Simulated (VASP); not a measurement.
# TiB2 (P6/mmm) in VASP: relaxation of cell and atoms with r2SCAN

Aim: the relaxation of cell and atoms of TiB2 with r2SCAN.

Everything below comes from runs of VASP 6.6.1. Logs are shortened: lines on timing, memory, paths and dates and some standing lists are left out, and cuts for length are marked.

### 1 Starting point

Symmetry: P6/mmm, No. 191, hexagonal system. Conventional cell: a = 3.029 Å, b = 3.029 Å, c = 3.228 Å, α = 90.00°, β = 90.00°, γ = 120.00°. Ti (site symmetry 6/mmm) has 12 B at 2.38 Å as nearest neighbours. B (site symmetry -6m2) has 3 B at 1.75 Å as nearest neighbours.

### 2 Relaxation of cell and atoms, r2SCAN

File INCAR:

```
SYSTEM = TiB2
  PREC = Accurate
  ENCUT = 600
  EDIFF = 1E-7
  ISMEAR = 0
  SIGMA = 0.1
  LREAL = .False.
  LASPH = .True.
  NELM = 60
  ALGO = Normal
  ISIF = 3
  LWAVE = .False.
  LCHARG = .False.
  METAGGA = R2SCAN
  LMIXTAU = .True.
  IBRION = 2
  NSW = 80
  EDIFFG = -0.004
```

File KPOINTS:

```
Automatic mesh
0
Gamma
  15 15 14
  0 0 0
```

File POSCAR:

```
TiB2
1.0
    3.0292000000      0.0000000000      0.0000000000
   -1.5146000000      2.6233641500      0.0000000000
    0.0000000000      0.0000000000      3.2284000000
Ti B
1 2
Direct
    0.0000000000      0.0000000000      0.0000000000
    0.3333333300      0.6666666700      0.5000000000
    0.6666666700      0.3333333300      0.5000000000
```

Potentials or basis: VASP PAW PBE potentials, release 64 (Ti_sv, B).

Run with:

```sh
cat potpaw_PBE.64/Ti_sv/POTCAR potpaw_PBE.64/B/POTCAR > POTCAR
mpirun -np 1 vasp_std > vasp.out
```

OUTCAR:

```text
SYSTEM = TiB2
   PREC = Accurate
   ENCUT = 600
   EDIFF = 1E-7
   ISMEAR = 0
   LREAL = .False.
   LASPH = .True.
   NELM = 60
   ISIF = 3
   METAGGA = R2SCAN
   IBRION = 2
   NSW = 80
   EDIFFG = -0.004

 ion  position               nearest neighbor table
   1  0.000  0.000  0.000-   2 2.38   3 2.38   2 2.38   3 2.38   2 2.38   2 2.38   3 2.38   3 2.38
                             3 2.38   3 2.38   2 2.38   2 2.38
   2  0.333  0.667  0.500-   3 1.75   3 1.75   3 1.75   1 2.38   1 2.38   1 2.38   1 2.38   1 2.38
                             1 2.38
   3  0.667  0.333  0.500-   2 1.75   2 1.75   2 1.75   1 2.38   1 2.38   1 2.38   1 2.38   1 2.38
                             1 2.38

  LATTYP: Found a hexagonal cell.
 ALAT       =     3.0292000000
 C/A-ratio  =     1.0657599366

  Lattice vectors:

 A1 = (   3.0292000000,   0.0000000000,   0.0000000000)
 A2 = (  -1.5146000000,   2.6233641500,   0.0000000000)
 A3 = (   0.0000000000,   0.0000000000,   3.2284000000)

Analysis of symmetry for initial positions (statically):
=====================================================================
 Subroutine PRICEL returns:
 Original cell was already a primitive cell.

 Routine SETGRP: Setting up the symmetry group for a
 hexagonal supercell.

 Subroutine GETGRP returns: Found 24 space group operations
 (whereof 24 operations were pure point group operations)
 out of a pool of 24 trial point group operations.

The static configuration has the point symmetry D_6h.

Analysis of symmetry for dynamics (positions and initial velocities):
=====================================================================
 Subroutine PRICEL returns:
 Original cell was already a primitive cell.

 Routine SETGRP: Setting up the symmetry group for a
 hexagonal supercell.

 Subroutine GETGRP returns: Found 24 space group operations
 (whereof 24 operations were pure point group operations)
 out of a pool of 24 trial point group operations.

The dynamic configuration has the point symmetry D_6h.

 Subroutine INISYM returns: Found 24 space group operations
 (whereof 24 operations are pure point group operations),
 and found     1 'primitive' translations

----------------------------------------------------------------------------------------

                                     Primitive cell

  volume of cell :      25.6551

  direct lattice vectors                    reciprocal lattice vectors
[... 112 lines left out ...]
  Thomas-Fermi vector in A             =   2.571823
   LORBIT       =      0    0 simple, 1 ext, 2 COOP (PROOUT), +10 PAW based schemes
   METAGGA = R2SCAN    functional components
   LHFCALC =     F    Hartree Fock is set to
   AEXX    =    0.0000 exact exchange contribution
   IVDW    =     0    specifies the selected vdW correction
   LEPSILON=     F    determine dielectric tensor
   LRPA    =     F    only Hartree local field effects (RPA)
 conjugate gradient relaxation of ions
 non-spin polarized calculation
 Gauss-broadening in eV      SIGMA  =   0.10
  energy-cutoff  :      600.00
  volume of cell :       25.66
 maximum number of plane-waves:       876
   NGX = 13   NGY = 13   NGZ = 13

--------------------------------------- Ionic step        1  -------------------------------------------

 number of electron      18.0000002 magnetization

 Free energy of the ion-electron system (eV)
  ---------------------------------------------------
  ext. energy  EPLUGINS =         0.00000000
  ---------------------------------------------------
  free energy    TOTEN  =       -30.97560627 eV

  energy without entropy =      -30.97382552  energy(sigma->0) =      -30.97471589

------------------------ aborting loop because EDIFF is reached ----------------------------------------

  FORCE on cell =-STRESS in cart. coord.  units (eV):
  Direction    XX          YY          ZZ          XY          YZ          ZX
  --------------------------------------------------------------------------------------
  -------------------------------------------------------------------------------------
  Total       -0.0750888     -0.0750888     -0.0391715      0.0000000      0.0000000      0.0000000
  in kB       -4.6893421     -4.6893421     -2.4462836      0.0000000      0.0000000      0.0000000
  external PRESSURE =      -3.9416559 kB  Pullay stress =       0.0000000 kB
[... 61 lines left out ...]
--------------------------------------- Ionic step        3  -------------------------------------------

 number of electron      18.0000003 magnetization

 Free energy of the ion-electron system (eV)
  ---------------------------------------------------
  ext. energy  EPLUGINS =         0.00000000
  ---------------------------------------------------
  free energy    TOTEN  =       -30.97565751 eV

  energy without entropy =      -30.97388240  energy(sigma->0) =      -30.97476995

 E-fermi :  10.1873     XC(G=0): -13.7523

 val. band max:       10.1326543102   @ k =   0.0667   0.0667   0.3571
 cond. band min:      10.2025001704   @ k =   0.2000   0.2000   0.0714
 fundamental gap:      0.0698458601
 Fermi energy:        10.1873312187

 k-point     1 :       0.0000    0.0000    0.0000
  band No.  band energies     occupation
      1     -49.2320      2.00000
      2     -24.5498      2.00000
      3     -24.2168      2.00000
      4     -24.2167      2.00000
      5      -4.3329      2.00000
      6       7.3877      2.00000
      7       7.3877      2.00000
      8       7.5522      2.00000
      9       7.9652      2.00000
     10      12.1502      0.00000
     11      12.1502      0.00000
     12      14.0201      0.00000
     13      14.0202      0.00000
[... 354 lines left out ...]
  band No.  band energies     occupation
      1     -49.1698      2.00000
      2     -24.5916      2.00000
      3     -24.4697      2.00000
      4     -24.4082      2.00000
      5       0.4800      2.00000
      6       0.7260      2.00000
      7       3.8895      2.00000
      8       7.2323      2.00000
      9       9.4829      2.00000
     10      10.1172      1.67887
     11      12.2414      0.00000
     12      12.9905      0.00000
     13      16.1141      0.00000

 [... further k-points ...]

------------------------ aborting loop because EDIFF is reached ----------------------------------------

  FORCE on cell =-STRESS in cart. coord.  units (eV):
  Direction    XX          YY          ZZ          XY          YZ          ZX
  --------------------------------------------------------------------------------------
  -------------------------------------------------------------------------------------
  Total        0.0009253      0.0009253      0.0036188      0.0000000     -0.0000000      0.0000000
  in kB        0.0578722      0.0578722      0.2263372      0.0000000     -0.0000000      0.0000000
  external PRESSURE =       0.1140272 kB  Pullay stress =       0.0000000 kB
[... 18 lines left out ...]
  FREE ENERGIE OF THE ION-ELECTRON SYSTEM (eV)
  ---------------------------------------------------
  free  energy   TOTEN  =       -30.9756575082 eV

  energy  without entropy=      -30.9738824010  energy(sigma->0) =      -30.97476995

 reached required accuracy - stopping structural energy minimisation
```

OSZICAR:

```text
N       E                     dE             d eps       ncg     rms          rms(c)
DAV:   1     0.133818694380E+03    0.13382E+03   -0.10505E+04  5616   0.181E+03
DAV:   2    -0.279708116194E+02   -0.16179E+03   -0.15763E+03  5746   0.432E+02
DAV:   3    -0.390511914244E+02   -0.11080E+02   -0.10909E+02  8356   0.104E+02
DAV:   4    -0.394561117717E+02   -0.40492E+00   -0.40377E+00  7272   0.179E+01
[... 40 lines left out ...]
DAV:   7    -0.309756614689E+02   -0.16489E-05   -0.27475E-06  6961   0.201E-02    0.256E-03
DAV:   8    -0.309756609657E+02    0.50321E-06   -0.22534E-07  5510   0.648E-03    0.224E-03
DAV:   9    -0.309756591638E+02    0.18018E-05   -0.13831E-07  3049   0.501E-03    0.125E-03
DAV:  10    -0.309756575336E+02    0.16302E-05   -0.19719E-07  4979   0.603E-03    0.361E-04
DAV:  11    -0.309756575082E+02    0.25441E-07   -0.22303E-08  2823   0.170E-03
   3 F= -.30975658E+02 E0= -.30974770E+02  d E =-.512416E-04
```

CONTCAR:

```text
TiB2
   1.00000000000000
     3.0273944821402470    0.0000000000000000    0.0000000000000000
    -1.5136972410701235    2.6218005256720889    0.0000000000000000
     0.0000000000000000    0.0000000000000000    3.2273961795111465
  Ti              B
     1     2
Direct
     0.0000000000000000    1.0000000000000000    0.0000000000000000
     0.3333333300000021    0.6666666699999979    0.5000000000000000
     0.6666666699999979    0.3333333300000021    0.5000000000000000

  0.00000000E+00  0.00000000E+00  0.00000000E+00
  0.00000000E+00  0.00000000E+00  0.00000000E+00
  0.00000000E+00  0.00000000E+00  0.00000000E+00
```

It took 7.6 min on 1 thread of Intel Xeon Platinum 8488C (Sapphire Rapids), shared host; peak memory 0.23 GiB.

What came out:

```yaml
Free_energy: -30.9757 eV
Relaxed_volume: 8.54 Å³/atom
Relaxed_cell: a = 3.027 Å, b = 3.027 Å, c = 3.227 Å, α = 90.00°, β = 90.00°, γ = 120.00°
Space_group_after_relaxing_to_0.05_Å: P6/mmm (No. 191)
Energy_gained_by_relaxing: 0.0 meV/atom
Ionic_steps: 3
Pressure_after_relaxing: 0.0 GPa
Band_gap_on_the_k_mesh: none (metal or under the smearing width)
```

Final structure:
```yaml
crystal:
  lattice:
    - [3.02739, 0.00000, 0.00000]
    - [-1.51370, 2.62180, 0.00000]
    - [0.00000, 0.00000, 3.22740]
  atoms:
    - { symbol: Ti, position: [0.00000, 0.00000, 0.00000] }
    - { symbol: B, position: [0.33333, 0.66667, 0.50000] }
    - { symbol: B, position: [0.66667, 0.33333, 0.50000] }
```

Levels at points of the mesh, in eV from the Fermi level:
```tsv
k point	band 7	band 8	band 9	band 10	band 11	band 12
(0.00, 0.00, 0.00)	-2.80	-2.64	-2.22	1.96	1.96	3.83
(0.00, 0.00, 0.50)	-0.66	-0.66	-0.24	-0.24	0.45	0.45
```

Caveat: the PAW data sets were made with another functional, which shifts forces and pressure a little.
